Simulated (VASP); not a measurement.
# ZnO (I4/mmm) in VASP: a series of runs

The runs below take ZnO through single point, with r2SCAN, PBE.

Everything below comes from runs of VASP 6.6.1. Logs are shortened: lines on timing, memory, paths and dates and some standing lists are left out, and cuts for length are marked.

## 1. The cell of the first run

It takes space group I4/mmm (No. 139, tetragonal). The conventional cell has a = 2.910 Å, b = 2.910 Å, c = 4.477 Å, α = 90.00°, β = 90.00°, γ = 90.00°. Zn (site symmetry 4/mmm) is surrounded by 6 O at 2.06 to 2.24 Å. Around O (site symmetry 4/mmm) lie 6 Zn at 2.06 to 2.24 Å.

The cell was built by a generator and needn't be a form met in nature.

## 2. Single point, r2SCAN (epitaxial_xy strain -3.6%)

Input file POSCAR:

```
ZnO
1.0
    0.0000000000      2.0575947932      2.2385035435
    2.0575947932      0.0000000000      2.2385035435
    2.0575947932      2.0575947932      0.0000000000
Zn O
1 1
Direct
    0.0000000000      0.0000000000      0.0000000000
    0.5000000000      0.5000000000      0.5000000000
```

Input file INCAR.step1:

```
PREC = Accurate
ENCUT = 520
ISMEAR = 0
SIGMA = 0.01
LREAL = F
LASPH = T
NELM = 100
NBANDS = 16
GGA = PE
ALGO = Normal
EDIFF = 1E-4
LWAVE = T
LCHARG = F
```

Input file INCAR.step2:

```
PREC = Accurate
ENCUT = 520
EDIFF = 1E-6
ISMEAR = 0
SIGMA = 0.01
LREAL = F
LASPH = T
NELM = 100
ALGO = Normal
ISIF = 2
LWAVE = F
LCHARG = F
METAGGA = R2SCAN
LMIXTAU = T
NBANDS = 16
ISTART = 1
```

Input file KPOINTS:

```
Automatic mesh
0
Gamma
  10 10 10
```

Potentials or basis: VASP PAW PBE potentials, release 64 (Zn, O).

Launch:

```console
$ cat potpaw_PBE.64/Zn/POTCAR potpaw_PBE.64/O/POTCAR > POTCAR
$ cp INCAR.step1 INCAR
$ mpirun -np 1 vasp_std > vasp.out
$ cp INCAR.step2 INCAR
$ mpirun -np 1 vasp_std > vasp.out
```

OUTCAR:

```text
PREC = Accurate
   ENCUT = 520
   EDIFF = 1E-6
   ISMEAR = 0
   LREAL = F
   LASPH = T
   NELM = 100
   ISIF = 2
   METAGGA = R2SCAN
   ISTART = 1

 ion  position               nearest neighbor table
   1  0.000  0.000  0.000-   2 2.06   2 2.06   2 2.06   2 2.06   2 2.24   2 2.24
   2  0.500  0.500  0.500-   1 2.06   1 2.06   1 2.06   1 2.06   1 2.24   1 2.24

  LATTYP: Found a body centered tetragonal cell.
 ALAT       =     2.9098784624
 C/A-ratio  =     1.5385546664

  Lattice vectors:

 A1 = (  -2.0575947932,   0.0000000000,   2.2385035435)
 A2 = (   2.0575947932,   0.0000000000,   2.2385035435)
 A3 = (   0.0000000000,   2.0575947932,  -2.2385035435)

Analysis of symmetry for initial positions (statically):
=====================================================================
 Subroutine PRICEL returns:
 Original cell was already a primitive cell.

 Routine SETGRP: Setting up the symmetry group for a
 body centered tetragonal supercell.

 Subroutine GETGRP returns: Found 16 space group operations
 (whereof 16 operations were pure point group operations)
 out of a pool of 16 trial point group operations.

The static configuration has the point symmetry D_4h.

Analysis of symmetry for dynamics (positions and initial velocities):
=====================================================================
 Subroutine PRICEL returns:
 Original cell was already a primitive cell.

 Routine SETGRP: Setting up the symmetry group for a
 body centered tetragonal supercell.

 Subroutine GETGRP returns: Found 16 space group operations
 (whereof 16 operations were pure point group operations)
 out of a pool of 16 trial point group operations.

The dynamic configuration has the point symmetry D_4h.

 Subroutine INISYM returns: Found 16 space group operations
 (whereof 16 operations are pure point group operations),
 and found     1 'primitive' translations

----------------------------------------------------------------------------------------

                                     Primitive cell

  volume of cell :      18.9543

  direct lattice vectors                    reciprocal lattice vectors
     0.000000000  2.057594793  2.238503543    -0.243002170  0.243002170  0.223363506
     2.057594793  0.000000000  2.238503543     0.243002170 -0.243002170  0.223363506
     2.057594793  2.057594793  0.000000000     0.243002170  0.243002170 -0.223363506

  length of vectors
     3.040492468  3.040492468  2.909878462     0.409867497  0.409867497  0.409867497

  position of ions in fractional coordinates (direct lattice)
     0.000000000  0.000000000  0.000000000
     0.500000000  0.500000000  0.500000000

  ion indices of the primitive-cell ions
   primitive index   ion index
                 1           1
                 2           2

----------------------------------------------------------------------------------------

 KPOINTS: Automatic mesh

Automatic generation of k-mesh.
 Grid dimensions read from file:
 generate k-points for:   10   10   10

 Generating k-lattice:

  Cartesian coordinates                     Fractional coordinates (reciprocal lattice)
    -0.024300217  0.024300217  0.022336351     0.100000000 -0.000000000  0.000000000
     0.024300217 -0.024300217  0.022336351    -0.000000000  0.100000000  0.000000000
     0.024300217  0.024300217 -0.022336351     0.000000000  0.000000000  0.100000000

  Length of vectors
     0.040986750  0.040986750  0.040986750

  Shift w.r.t. Gamma in fractional coordinates (k-lattice)
     0.000000000  0.000000000  0.000000000

 Subroutine IBZKPT returns following result:
 ===========================================

 Found    102 irreducible k-points:

 Following reciprocal coordinates:
            Coordinates               Weight
  0.000000  0.000000  0.000000      1.000000
  0.100000  0.000000  0.000000      8.000000
  0.200000  0.000000  0.000000      8.000000
  0.300000  0.000000  0.000000      8.000000
  0.400000  0.000000  0.000000      8.000000
  0.500000  0.000000  0.000000      4.000000
[... 16 lines left out ...]
  0.300000  0.300000  0.000000      2.000000
  0.400000  0.300000  0.000000      8.000000
 [... further k-points ...]
   k-points           NKPTS =    102   k-points in BZ     NKDIM =    102   number of bands    NBANDS=     16
   number of dos      NEDOS =    301   number of ions     NIONS =      2
   total plane-waves  NPLWV =  13824
   dimension x,y,z NGX =    24 NGY =   24 NGZ =   24
   dimension x,y,z NGXF=    48 NGYF=   48 NGZF=   48
   ions per type =               1   1
   NGX,Y,Z   is equivalent  to a cutoff of  13.12, 13.12, 13.71 a.u.
   NGXF,Y,Z  is equivalent  to a cutoff of  26.25, 26.25, 27.42 a.u.
 SYSTEM =  unknown system
   PREC   = accura    normal or accurate (medium, high low for compatibility)
   ISTART =      1    job   : 0-new  1-cont  2-samecut
   ICHARG =      0    charge: 1-file 2-atom 10-const
   ISPIN  =      1    spin polarized calculation?
   LNONCOLLINEAR =      F non collinear calculations
   LSORBIT =      F    spin-orbit coupling
   LASPH  =      T    aspherical Exc in radial PAW
   ENCUT  =  520.0 eV  38.22 Ry    6.18 a.u.   5.65  5.65  5.41*2*pi/ulx,y,z
   NELM   =    100;   NELMIN=  2; NELMDL=  0     # of ELM steps
   EDIFF  = 0.1E-05   stopping-criterion for ELM
   LREAL  =      F    real-space projection
   EDIFFG = 0.1E-04   stopping-criterion for IOM
   NSW    =      0    number of steps for IOM
   IBRION =     -1    ionic relax: 0-MD 1-quasi-New 2-CG
   NFREE  =      0    steps in history (QN), initial steepest desc. (CG)
   ISIF   =      2    stress and relaxation
   ISYM   =      2    0-nonsym 1-usesym 2-fastsym
   POTIM  = 0.5000    time-step for ionic-motion
   TEBEG  =    0.0;   TEEND  =   0.0 temperature during run
   PSTRESS=    0.0 pullay stress
   NELECT =      18.0000    total number of electrons
   NUPDOWN=      -1.0000    fix difference up-down
   EMIN   =  10.00;   EMAX   =-10.00  energy-range for DOS
   EFERMI =   0.00;   METHOD = LEGACY
   ISMEAR =     0;   SIGMA  =   0.01  broadening in eV -4-tet -1-fermi 0-gaus
   EFERMI_NEDOS =   21; number of points for ismear=-14 and -15
   IALGO  =     38    algorithm
   IMIX   =      4    mixing-type and parameters
     AMIX     =   0.40;   BMIX     =  1.00
     AMIX_MAG =   1.60;   BMIX_MAG =  1.00
  volume/ion in A,a.u.               =       9.48        63.95
  Fermi-wavevector in a.u.,A,eV,Ry     =   1.609150  3.040852 35.230428  2.589363
  Thomas-Fermi vector in A             =   2.704906
   LORBIT       =      0    0 simple, 1 ext, 2 COOP (PROOUT), +10 PAW based schemes
   METAGGA = R2SCAN    functional components
   LHFCALC =     F    Hartree Fock is set to
   AEXX    =    0.0000 exact exchange contribution
   IVDW    =     0    specifies the selected vdW correction
   LEPSILON=     F    determine dielectric tensor
   LRPA    =     F    only Hartree local field effects (RPA)
 non-spin polarized calculation
 Gauss-broadening in eV      SIGMA  =   0.01
  energy-cutoff  :      520.00
  volume of cell :       18.95
 maximum number of plane-waves:       527
   NGX = 11   NGY = 11   NGZ = 11

 number of electron      17.9999996 magnetization

 Free energy of the ion-electron system (eV)
  ---------------------------------------------------
  ext. energy  EPLUGINS =         0.00000000
  ---------------------------------------------------
  free energy    TOTEN  =       -17.89967812 eV

  energy without entropy =      -17.89967812  energy(sigma->0) =      -17.89967812

 E-fermi :   3.1326     XC(G=0): -13.2742

 val. band max:        3.0269822532   @ k =   0.5000   0.0000   0.0000
 cond. band min:       4.4632566558   @ k =   0.0000   0.0000   0.0000
 fundamental gap:      1.4362744026
 Fermi energy:         3.1326143631

 k-point     1 :       0.0000    0.0000    0.0000
  band No.  band energies     occupation
      1     -17.1743      2.00000
      2      -2.3244      2.00000
      3      -2.1987      2.00000
      4      -2.1987      2.00000
      5      -2.1555      2.00000
      6      -1.9562      2.00000
[... 8 lines left out ...]
     15      22.2152      0.00000
     16      24.9647      0.00000

 k-point     2 :       0.1000    0.0000    0.0000
  band No.  band energies     occupation
      1     -17.0602      2.00000
      2      -2.3854      2.00000
      3      -2.3120      2.00000
      4      -2.2235      2.00000
      5      -2.1759      2.00000
      6      -2.1093      2.00000
[... 8 lines left out ...]
     15      23.9977      0.00000
     16      24.4252      0.00000

 k-point     3 :       0.2000    0.0000    0.0000
  band No.  band energies     occupation
      1     -16.7453      2.00000
      2      -2.8306      2.00000
      3      -2.6542      2.00000
      4      -2.6270      2.00000
      5      -2.0781      2.00000
      6      -2.0655      2.00000
[... 8 lines left out ...]
     15      24.5939      0.00000
     16      24.6113      0.00000

 k-point     4 :       0.3000    0.0000    0.0000
  band No.  band energies     occupation
      1     -16.3173      2.00000
      2      -3.7948      2.00000
      3      -3.0555      2.00000
      4      -3.0093      2.00000
      5      -1.9649      2.00000
      6      -1.9293      2.00000
[... 8 lines left out ...]
     15      25.9142      0.00000
     16      25.9913      0.00000
[... 324 lines left out ...]
 k-point    22 :      -0.2000    0.2000    0.0000
  band No.  band energies     occupation
      1     -16.1426      2.00000
      2      -4.0756      2.00000
      3      -3.2638      2.00000
      4      -2.8456      2.00000
      5      -2.0010      2.00000
      6      -1.8518      2.00000
[... 8 lines left out ...]
     15      25.4578      0.00000
     16      27.7296      0.00000

 k-point    23 :       0.3000    0.3000    0.0000
  band No.  band energies     occupation
      1     -16.3121      2.00000
      2      -3.5088      2.00000
      3      -2.5565      2.00000
      4      -2.0066      2.00000
      5      -2.0066      2.00000
      6      -1.8618      2.00000
[... 8 lines left out ...]
     15      32.3889      0.00000
     16      32.7908      0.00000

 k-point    24 :       0.4000    0.3000    0.0000
  band No.  band energies     occupation
      1     -16.0773      2.00000
      2      -3.5779      2.00000
      3      -2.6925      2.00000
      4      -2.2146      2.00000
      5      -1.9363      2.00000
      6      -1.7901      2.00000
[... 8 lines left out ...]
     15      32.0146      0.00000
     16      32.7266      0.00000

 [... further k-points ...]

------------------------ aborting loop because EDIFF is reached ----------------------------------------

  FORCE on cell =-STRESS in cart. coord.  units (eV):
  Direction    XX          YY          ZZ          XY          YZ          ZX
  --------------------------------------------------------------------------------------
  -------------------------------------------------------------------------------------
  Total        1.5108502      1.5108502      0.1111428      0.0000000     -0.0000000     -0.0000000
  in kB      127.7098838    127.7098838      9.3947337      0.0000000     -0.0000000     -0.0000000
  external PRESSURE =      88.2715004 kB  Pullay stress =       0.0000000 kB

 VOLUME and BASIS-vectors are now :
 -----------------------------------------------------------------------------
  energy-cutoff  :      520.00
  volume of cell :       18.95
      direct lattice vectors                 reciprocal lattice vectors
     0.000000000  2.057594793  2.238503543    -0.243002170  0.243002170  0.223363506
     2.057594793  0.000000000  2.238503543     0.243002170 -0.243002170  0.223363506
     2.057594793  2.057594793  0.000000000     0.243002170  0.243002170 -0.223363506

 POSITION                                       TOTAL-FORCE (eV/Angst)
 -----------------------------------------------------------------------------------
      0.00000      0.00000      0.00000         0.000000     -0.000000      0.000000
      2.05759      2.05759      2.23850        -0.000000      0.000000     -0.000000
 -----------------------------------------------------------------------------------
    total drift:                                0.000000     -0.000000     -0.000000

  FREE ENERGIE OF THE ION-ELECTRON SYSTEM (eV)
  ---------------------------------------------------
  free  energy   TOTEN  =       -17.8996781245 eV

  energy  without entropy=      -17.8996781245  energy(sigma->0) =      -17.89967812
```

Wall time 1.7 min (1 thread of Intel Xeon Platinum 8259CL at 2.50GHz (Skylake/Cascade Lake), shared host); peak memory 0.16 GiB.

What came out:

| Item | Value |
| --- | --- |
| Free energy | -17.8997 eV |
| Pressure | 8.8 GPa |
| Band gap on the k mesh | 1.44 eV, indirect (least direct gap 3.08 eV) |

Stress tensor (GPa, compression positive):
```
12.77  0.00  0.00
 0.00 12.77  0.00
 0.00  0.00  0.94
```

Levels at points of the mesh, in eV from the valence-band top:
```csv
k point,band 5,band 6,band 7,band 8,band 9,band 10,band 11,band 12,band 13,band 14
"(0.00, 0.00, 0.00)",-5.18,-4.98,-2.00,-2.00,-1.64,1.44,18.49,18.86,18.90,18.90
"(0.50, 0.00, 0.00)",-4.88,-4.78,-3.93,-0.58,0.00,5.88,10.04,12.89,14.60,20.29
"(0.50, 0.50, 0.00)",-4.74,-4.74,-4.50,-3.16,-3.16,5.02,10.75,12.47,17.41,17.41
"(0.50, 0.00, 0.50)",-4.79,-4.60,-4.26,-3.88,-3.06,4.88,11.40,11.98,15.37,17.23
```

Caveat: the PAW data sets were made with another functional, which shifts forces and pressure a little.

## 3. Single point, PBE (epitaxial_111 strain -2.9%)

Input file INCAR:

```
PREC = Accurate
ENCUT = 520
EDIFF = 1E-6
ISMEAR = -1
SIGMA = 0.02
LREAL = False
LASPH = True
NELM = 100
ALGO = Normal
ISIF = 2
LWAVE = False
LCHARG = True
GGA = PE
LELF = True
LVHAR = True
NBANDS = 16
```

KPOINTS is that of step 2.

Input file POSCAR:

```
ZnO
1.0
    0.0754600268      2.1469243276      2.1469243276
    2.1469243276      0.0754600268      2.1469243276
    2.1469243276      2.1469243276      0.0754600268
Zn O
1 1
Direct
    0.0000000000      0.0000000000      0.0000000000
    0.5000000000      0.5000000000      0.5000000000
```

Potentials or basis: VASP PAW PBE potentials, release 64 (Zn, O).

Launch:

```console
$ cat potpaw_PBE.64/Zn/POTCAR potpaw_PBE.64/O/POTCAR > POTCAR
$ mpirun -np 1 vasp_std > vasp.out
```

Wall time 24 s (1 thread of Intel Xeon Platinum 8259CL at 2.50GHz (Skylake/Cascade Lake), shared host); peak memory 0.16 GiB.

The run converged. Its results:

```
Free energy            : -8.5293 eV
Pressure               : 16.9 GPa
Band gap on the k mesh : 1.01 eV, indirect (least direct gap 2.43 eV)
```

Stress tensor (GPa, compression positive):
```
16.92 -3.15 -3.15
-3.15 16.92 -3.15
-3.15 -3.15 16.92
```

Levels at points of the mesh, in eV from the valence-band top:
| k point | band 7 | band 8 | band 9 | band 10 | band 11 | band 12 |
| --- | --- | --- | --- | --- | --- | --- |
| (0.00, 0.00, 0.00) | -1.88 | -1.42 | -1.42 | 1.01 | 17.23 | 18.07 |
| (0.50, 0.00, 0.00) | -3.65 | -0.07 | -0.05 | 5.27 | 9.57 | 12.51 |
| (0.50, 0.50, 0.00) | -4.05 | -3.31 | -2.85 | 4.35 | 10.82 | 11.36 |
| (0.50, 0.50, 0.50) | -3.85 | 0.00 | 0.00 | 5.87 | 8.94 | 13.79 |

Caveat: so large a pressure means that the cell lies far from this level's equilibrium, or that cutoff or potentials fall short.
